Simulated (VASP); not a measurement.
CaF2 (Fluorite), 3 atoms in the cell. The structure is cubic, space group Fm-3m (No. 225). Conventional cell: a = 5.462 Å, b = 5.462 Å, c = 5.462 Å, α = 90.00°, β = 90.00°, γ = 90.00°. Ca (site symmetry m-3m) is surrounded by 8 F at 2.37 Å. F (site symmetry -43m) has 4 Ca at 2.37 Å as nearest neighbours. 

```yaml
Program: VASP 6.6.1
Task: single point
Functional: PBE
Potentials_or_basis: VASP PAW PBE potentials, release 64 (Ca_sv_GW, F_GW)
Cutoff: 500 eV
k_mesh: 4 × 4 × 4
Occupations: gaussian, width 0.02 eV
Spin: no spin polarisation
Further_INCAR_settings: ALGO = Normal; EDIFF = 1e-06; NBANDS = 19
```

Potentials or basis: VASP PAW PBE potentials, release 64 (Ca_sv_GW, F_GW).

The run is started by

```bash
$ cat potpaw_PBE.64/Ca_sv_GW/POTCAR potpaw_PBE.64/F_GW/POTCAR > POTCAR
$ mpirun -np 1 vasp_std > vasp.out
```

Hardware: 1 thread of Intel(R) Xeon(R) Platinum 8175M CPU @ 2.50GHz (Skylake/Cascade Lake), with other jobs on the host.

Question: Estimate the wall time of this run.

Answer: Run time: 11 s on 1 thread of Intel(R) Xeon(R) Platinum 8175M CPU @ 2.50GHz (Skylake/Cascade Lake) (shared host), peak memory 0.15 GiB. Counts: scf iterations 14, k points 8.
